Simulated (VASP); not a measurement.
# NaCl (Fm-3m) in VASP: notebook, part 2 of 3

VASP 6.6.1. The steps go on from the part before.

## 4. Phonons, PBE

This run uses another cell than the first one, of 23.12 Å³/atom, 1.353 times its volume.

Input file POSCAR:

```
NaCl
1.0
   -0.0000000000      2.8488466005      2.8488466005
    2.8488466005     -0.0000000000      2.8488466005
    2.8488466005      2.8488466005     -0.0000000000
  Na              Cl
     1     1
Direct
     0.0000000000000000    0.0000000000000000    0.0000000000000000
     0.5000000000000000    0.5000000000000000    0.5000000000000000
```

Input file INCAR.step1:

```
SYSTEM = NaCl
PREC = Accurate
ENCUT = 600
EDIFF = 1E-8
ISMEAR = 0
SIGMA = 0.03
LREAL = .FALSE.
LASPH = .TRUE.
NELM = 80
ALGO = Normal
ISIF = 3
LWAVE = .FALSE.
LCHARG = .FALSE.
GGA = PE
IBRION = 2
NSW = 40
EDIFFG = -0.002
```

Input file INCAR.step2:

```
SYSTEM = NaCl
PREC = Accurate
ENCUT = 600
EDIFF = 1E-8
ISMEAR = 0
SIGMA = 0.03
LREAL = .FALSE.
LASPH = .TRUE.
NELM = 80
ALGO = Normal
ISIF = 2
LWAVE = .FALSE.
LCHARG = .FALSE.
GGA = PE
IBRION = 6
NFREE = 2
POTIM = 0.015
NSW = 1
```

Input file KPOINTS:

```
Automatic mesh
0
G
  8 8 8
  0 0 0
```

Potentials or basis: VASP PAW PBE potentials, release 64 (Na_pv, Cl).

The run is started by

```console
$ cat potpaw_PBE.64/Na_pv/POTCAR potpaw_PBE.64/Cl/POTCAR > POTCAR
$ cp INCAR.step1 INCAR
$ mpirun -np 1 vasp_std > vasp.out
$ cp CONTCAR POSCAR
$ cp INCAR.step2 INCAR
$ mpirun -np 1 vasp_std > vasp.out
```

OUTCAR:

```text
SYSTEM = NaCl
   PREC = Accurate
   ENCUT = 600
   EDIFF = 1E-8
   ISMEAR = 0
   LREAL = .FALSE.
   LASPH = .TRUE.
   NELM = 80
   ISIF = 2
   GGA = PE
   IBRION = 6
   NFREE = 2
   POTIM = 0.015
   NSW = 1

 ion  position               nearest neighbor table
   1  0.000  0.000  0.000-
   2  0.500  0.500  0.500-

  LATTYP: Found a face centered cubic cell.
 ALAT       =     5.6969768160

  Lattice vectors:

 A1 = (   0.0000000000,   2.8484884080,   2.8484884080)
 A2 = (   2.8484884080,   0.0000000000,   2.8484884080)
 A3 = (   2.8484884080,   2.8484884080,   0.0000000000)

Analysis of symmetry for initial positions (statically):
=====================================================================
 Subroutine PRICEL returns:
 Original cell was already a primitive cell.

 Routine SETGRP: Setting up the symmetry group for a
 face centered cubic supercell.

 Subroutine GETGRP returns: Found 48 space group operations
 (whereof 48 operations were pure point group operations)
 out of a pool of 48 trial point group operations.

The static configuration has the point symmetry O_h .

Analysis of symmetry for dynamics (positions and initial velocities):
=====================================================================
 Subroutine PRICEL returns:
 Original cell was already a primitive cell.

 Routine SETGRP: Setting up the symmetry group for a
 face centered cubic supercell.

 Subroutine GETGRP returns: Found 48 space group operations
 (whereof 48 operations were pure point group operations)
 out of a pool of 48 trial point group operations.

The dynamic configuration has the point symmetry O_h .

 Subroutine INISYM returns: Found 48 space group operations
 (whereof 48 operations are pure point group operations),
 and found     1 'primitive' translations

----------------------------------------------------------------------------------------

                                     Primitive cell

  volume of cell :      46.2246

  direct lattice vectors                    reciprocal lattice vectors
     0.000000000  2.848488408  2.848488408    -0.175531696  0.175531696  0.175531696
     2.848488408  0.000000000  2.848488408     0.175531696 -0.175531696  0.175531696
     2.848488408  2.848488408  0.000000000     0.175531696  0.175531696 -0.175531696

  length of vectors
     4.028370939  4.028370939  4.028370939     0.304029815  0.304029815  0.304029815

  position of ions in fractional coordinates (direct lattice)
     0.000000000  0.000000000  0.000000000
     0.500000000  0.500000000  0.500000000

  ion indices of the primitive-cell ions
   primitive index   ion index
                 1           1
[... 110 lines left out ...]
   NGX = 17   NGY = 17   NGZ = 17

--------------------------------------- Ionic step        1  -------------------------------------------

 number of electron      13.9999997 magnetization

 Free energy of the ion-electron system (eV)
  ---------------------------------------------------
  ext. energy  EPLUGINS =         0.00000000
  ---------------------------------------------------
  free energy    TOTEN  =        -6.77819980 eV

  energy without entropy =       -6.77819980  energy(sigma->0) =       -6.77819980

------------------------ aborting loop because EDIFF is reached ----------------------------------------

  FORCE on cell =-STRESS in cart. coord.  units (eV):
  Direction    XX          YY          ZZ          XY          YZ          ZX
  --------------------------------------------------------------------------------------
  -------------------------------------------------------------------------------------
  Total       -0.0026617     -0.0026617     -0.0026617      0.0000000      0.0000000      0.0000000
  in kB       -0.0922562     -0.0922562     -0.0922562      0.0000000      0.0000000      0.0000000
  external PRESSURE =      -0.0922562 kB  Pullay stress =       0.0000000 kB
[... 131 lines left out ...]
--------------------------------------- Ionic step        5  -------------------------------------------

 number of electron      13.9999998 magnetization

 Free energy of the ion-electron system (eV)
  ---------------------------------------------------
  ext. energy  EPLUGINS =         0.00000000
  ---------------------------------------------------
  free energy    TOTEN  =        -6.77806845 eV

  energy without entropy =       -6.77806845  energy(sigma->0) =       -6.77806845

 E-fermi :  -0.7081     XC(G=0):  -8.0380

 val. band max:       -0.9024594960   @ k =   0.0000   0.0000   0.0000
 cond. band min:       4.0911962160   @ k =   0.0000   0.0000   0.0000
 fundamental gap:      4.9936557120
 Fermi energy:        -0.7080897643

 k-point     1 :       0.0000    0.0000    0.0000
  band No.  band energies     occupation
      1     -21.7804      2.00000
      2     -21.7804      2.00000
      3     -21.7804      2.00000
      4     -13.4948      2.00000
      5      -0.9025      2.00000
      6      -0.9025      2.00000
      7      -0.9025      2.00000
      8       4.0912      0.00000
      9      10.1854      0.00000
     10      10.1854      0.00000
     11      10.1855      0.00000
[... 309 lines left out ...]
 k-point    24 :      -0.3750    0.2500    0.1250
  band No.  band energies     occupation
      1     -21.8007      2.00000
      2     -21.7875      2.00000
      3     -21.7842      2.00000
      4     -13.1574      2.00000
      5      -2.4741      2.00000
      6      -1.6238      2.00000
      7      -1.2906      2.00000
      8       7.3496      0.00000
      9       8.5019      0.00000
     10       9.2413      0.00000
     11      10.7177      0.00000

 [... further k-points ...]

------------------------ aborting loop because EDIFF is reached ----------------------------------------

  FORCE on cell =-STRESS in cart. coord.  units (eV):
  Direction    XX          YY          ZZ          XY          YZ          ZX
  --------------------------------------------------------------------------------------
  -------------------------------------------------------------------------------------
  Total       -0.0006775     -0.0028996     -0.0028996     -0.0000000      0.0000000      0.0000000
  in kB       -0.0234843     -0.1005013     -0.1005013     -0.0000000      0.0000000      0.0000000
  external PRESSURE =      -0.0748289 kB  Pullay stress =       0.0000000 kB
[... 17 lines left out ...]
  FREE ENERGIE OF THE ION-ELECTRON SYSTEM (eV)
  ---------------------------------------------------
  free  energy   TOTEN  =        -6.7780684530 eV

  energy  without entropy=       -6.7780684530  energy(sigma->0) =       -6.77806845

 INTERNAL STRAIN TENSORS FROM DISPLACED ATOMS
 ============================================

 INTERNAL STRAIN TENSOR FOR ION    1 for displacements in x,y,z  (eV/Angst):
          X           Y           Z          XY          YZ          ZX
  --------------------------------------------------------------------------------
  x     0.00000     0.00000     0.00000     0.00000     0.00000     0.00000
  y     0.00000     0.00000     0.00000     0.00000     0.00000     0.00000
  z     0.00000     0.00000     0.00000     0.00000     0.00000     0.00000

 INTERNAL STRAIN TENSOR FOR ION    2 for displacements in x,y,z  (eV/Angst):
          X           Y           Z          XY          YZ          ZX
  --------------------------------------------------------------------------------
  x     0.00000     0.00000     0.00000     0.00000     0.00000     0.00000
  y     0.00000     0.00000     0.00000     0.00000     0.00000     0.00000
  z     0.00000     0.00000     0.00000     0.00000     0.00000     0.00000

 Eigenvectors and eigenvalues of the dynamical matrix
 ----------------------------------------------------

   1 f  =    4.535630 THz    28.498206 2PiTHz  151.292342 cm-1    18.757851 meV
             X         Y         Z           dx          dy          dz
      0.000000  0.000000  0.000000     0.000000    0.779220   -0.000000
      2.848488  2.848488  2.848488    -0.000000   -0.626751    0.000000
[... 21 lines left out ...]
   6 f/i=    0.002591 THz     0.016280 2PiTHz    0.086427 cm-1     0.010716 meV
             X         Y         Z           dx          dy          dz
      0.000000  0.000000  0.000000    -0.456771   -0.300684   -0.306213
      2.848488  2.848488  2.848488    -0.567889   -0.373831   -0.380705

 ELASTIC MODULI CONTR FROM IONIC RELAXATION (kBar)
 Direction    XX          YY          ZZ          XY          YZ          ZX
 --------------------------------------------------------------------------------
 XX           0.0000      0.0000      0.0000      0.0000      0.0000      0.0000
 YY           0.0000      0.0000      0.0000      0.0000      0.0000      0.0000
 ZZ           0.0000      0.0000      0.0000      0.0000      0.0000      0.0000
 XY           0.0000      0.0000      0.0000      0.0000      0.0000      0.0000
 YZ           0.0000      0.0000      0.0000      0.0000      0.0000      0.0000
 ZX           0.0000      0.0000      0.0000      0.0000      0.0000      0.0000
 --------------------------------------------------------------------------------
```

It took 86 s on 1 thread of Intel Xeon Platinum 8488C (Sapphire Rapids), shared host; peak memory 0.21 GiB.

What came out:

```yaml
Highest_phonon_frequency_at_Γ_LO-TO_splitting_left_out: 151 cm⁻¹
```

Phonon frequencies in cm⁻¹ (negative: imaginary):
| q point | frequencies |
| --- | --- |
| (0.000, 0.000, 0.000) | 0 0 0 151 151 151 |

## 5. Dielectric tensor, PBE

This run uses another cell than the first one, of 23.11 Å³/atom, 1.353 times its volume.

Input file INCAR:

```
SYSTEM = NaCl
PREC = Accurate
ENCUT = 600
EDIFF = 1E-8
ISMEAR = 0
SIGMA = 0.03
LREAL = .FALSE.
LASPH = .TRUE.
NELM = 80
ALGO = Normal
ISIF = 2
LWAVE = .FALSE.
LCHARG = .FALSE.
GGA = PE
LEPSILON = .TRUE.
```

Input file KPOINTS:

```
Automatic mesh
0
Monkhorst
  14 14 14
  0 0 0
```

Input file POSCAR:

```
NaCl                                    
1.0
    0.0000000000      2.8484884080      2.8484884080
    2.8484884080      0.0000000000      2.8484884080
    2.8484884080      2.8484884080      0.0000000000
  Na              Cl            
     1     1
Direct
     0.0000000000000000    1.0000000000000000    1.0000000000000000
     0.5000000000000000    0.5000000000000000    0.5000000000000000
```

Potentials or basis: VASP PAW PBE potentials, release 64 (Na_pv, Cl).

The run is started by

```console
$ cat potpaw_PBE.64/Na_pv/POTCAR potpaw_PBE.64/Cl/POTCAR > POTCAR
$ mpirun -np 1 vasp_std > vasp.out
```

OUTCAR:

```text
SYSTEM = NaCl
   PREC = Accurate
   ENCUT = 600
   EDIFF = 1E-8
   ISMEAR = 0
   LREAL = .FALSE.
   LASPH = .TRUE.
   NELM = 80
   ISIF = 2
   GGA = PE
   LEPSILON = .TRUE.

 ion  position               nearest neighbor table
   1  0.000  0.000  0.000-
   2  0.500  0.500  0.500-

  LATTYP: Found a face centered cubic cell.
 ALAT       =     5.6969768160

  Lattice vectors:

 A1 = (   0.0000000000,   2.8484884080,   2.8484884080)
 A2 = (   2.8484884080,   0.0000000000,   2.8484884080)
 A3 = (   2.8484884080,   2.8484884080,   0.0000000000)

Analysis of symmetry for initial positions (statically):
=====================================================================
 Subroutine PRICEL returns:
 Original cell was already a primitive cell.

 Routine SETGRP: Setting up the symmetry group for a
 face centered cubic supercell.

 Subroutine GETGRP returns: Found 48 space group operations
 (whereof 48 operations were pure point group operations)
 out of a pool of 48 trial point group operations.

The static configuration has the point symmetry O_h .

Analysis of symmetry for dynamics (positions and initial velocities):
=====================================================================
 Subroutine PRICEL returns:
 Original cell was already a primitive cell.

 Routine SETGRP: Setting up the symmetry group for a
 face centered cubic supercell.

 Subroutine GETGRP returns: Found 48 space group operations
 (whereof 48 operations were pure point group operations)
 out of a pool of 48 trial point group operations.
[... 514 lines left out ...]
  free  energy   TOTEN  =        -6.7782069234 eV

  energy  without entropy=       -6.7782069234  energy(sigma->0) =       -6.77820692

 HEAD OF MICROSCOPIC STATIC DIELECTRIC TENSOR (INDEPENDENT PARTICLE, excluding Hartree and local field effects)
 ------------------------------------------------------
           2.719454    -0.000000     0.000000
           0.000000     2.719454     0.000000
           0.000000     0.000000     2.719454
 ------------------------------------------------------

 Free energy of the ion-electron system (eV)
  ---------------------------------------------------
  ---------------------------------------------------
  free energy    TOTEN  =        -0.21516364 eV

  energy without entropy =       -0.21516364

------------------------ aborting loop because EDIFF is reached ----------------------------------------

--------------------------------------- Ionic step        2  -------------------------------------------

------------------------ aborting loop because EDIFF is reached ----------------------------------------

--------------------------------------- Ionic step        3  -------------------------------------------

 Free energy of the ion-electron system (eV)
  ---------------------------------------------------
  ---------------------------------------------------
  free energy    TOTEN  =        -0.21516363 eV

  energy without entropy =       -0.21516363

------------------------ aborting loop because EDIFF is reached ----------------------------------------

 PIEZOELECTRIC TENSOR FIELD DIRECTION 3  (e Angst)
 -----------------------------------------------------------------------------
    -0.00023  0.00000  0.00000           (  0.00000  0.00000  0.00000)
     0.00000 -0.00023 -0.00000           (  0.00000  0.00000  0.00000)
     0.00000  0.00000 -0.00024           (  0.00000  0.00000  0.00000)

 PIEZOELECTRIC TENSOR FIELD DIRECTION 3  (C/m^2)
 -----------------------------------------------------------------------------
    -0.00008  0.00000  0.00000
     0.00000 -0.00008 -0.00000
     0.00000  0.00000 -0.00008

 MACROSCOPIC STATIC DIELECTRIC TENSOR (including local field effects in DFT)
 ------------------------------------------------------
           2.478090    -0.000000    -0.000000
           0.000000     2.478090    -0.000000
           0.000000    -0.000000     2.478090
 ------------------------------------------------------

 PIEZOELECTRIC TENSOR (including local field effects)  for field in x, y, z        (e  Angst)
          XX          YY          ZZ          XY          YZ          ZX
  --------------------------------------------------------------------------------
  x     0.00000     0.00000     0.00000     0.00000     0.00000     0.00000
  y     0.00000     0.00000     0.00000     0.00000     0.00000     0.00000
  z     0.00000     0.00000     0.00000     0.00000     0.00000     0.00000

 PIEZOELECTRIC TENSOR (including local field effects)  for field in x, y, z        (C/m^2)
          XX          YY          ZZ          XY          YZ          ZX
  --------------------------------------------------------------------------------
  x     0.00000     0.00000     0.00000     0.00000     0.00000     0.00000
  y     0.00000     0.00000     0.00000     0.00000     0.00000     0.00000
  z     0.00000     0.00000     0.00000     0.00000     0.00000     0.00000

 BORN EFFECTIVE CHARGES (including local field effects) (in |e|, cummulative output)
 ---------------------------------------------------------------------------------
 ion    1
    1     1.10450     0.00000     0.00000
    2     0.00000     1.10450     0.00000
    3     0.00000     0.00000     1.10450
 ion    2
    1    -1.10450     0.00000     0.00000
    2     0.00000    -1.10450     0.00000
    3     0.00000     0.00000    -1.10450
```

OSZICAR:

```text
N       E                     dE             d eps       ncg     rms          rms(c)
DAV:   1     0.998415108312E+02    0.99842E+02   -0.78805E+03  6169   0.140E+03
DAV:   2     0.225453486833E+01   -0.97587E+02   -0.90931E+02  6996   0.290E+02
DAV:   3    -0.677113987389E+01   -0.90257E+01   -0.89616E+01  7426   0.861E+01
DAV:   4    -0.697761486300E+01   -0.20647E+00   -0.20624E+00  6977   0.142E+01
[... 11 lines left out ...]
RMM:   8    -0.215156306006E+00   -0.17230E-03   -0.12254E-05 33212   0.193E-02    0.857E-04
RMM:   9    -0.215156266866E+00    0.39140E-07   -0.22659E-07 33690   0.410E-03    0.606E-04
RMM:  10    -0.215163942899E+00   -0.76760E-05   -0.95128E-08 31753   0.113E-03    0.168E-04
RMM:  11    -0.215163077423E+00    0.86548E-06    0.49004E-08 32808   0.525E-04    0.810E-05
RMM:  12    -0.215163579732E+00   -0.50231E-06    0.48678E-08 27862   0.196E-04    0.186E-05
RMM:  13    -0.215163631282E+00   -0.51550E-07   -0.25578E-08 19451   0.905E-05    0.444E-06
```

Run time: 23 min. Hardware: 1 thread of Intel Xeon Platinum 8488C (Sapphire Rapids), shared host; peak memory 1.1 GiB.

What came out:

```
Electronic dielectric tensor (diagonal) : 2.48
Born charges (mean of the diagonal)     : Na +1.10; Cl -1.10 e
```

Levels at points of the mesh, in eV from the valence-band top:
| k point | band 3 | band 4 | band 5 | band 6 | band 7 | band 8 | band 9 | band 10 | band 11 |
| --- | --- | --- | --- | --- | --- | --- | --- | --- | --- |
| (0.04, 0.04, 0.04) | -20.87 | -12.59 | -0.03 | 0.00 | 0.00 | 5.04 | 11.03 | 11.11 | 11.11 |

Electronic dielectric tensor:
```
2.48 0.00 0.00
0.00 2.48 0.00
0.00 0.00 2.48
```

Born effective charge tensors (e):
atom 1, Na
```
1.10 0.00 0.00
0.00 1.10 0.00
0.00 0.00 1.10
```
atom 2, Cl
```
-1.10  0.00  0.00
 0.00 -1.10  0.00
 0.00  0.00 -1.10
```

[end of part 2 of 3]
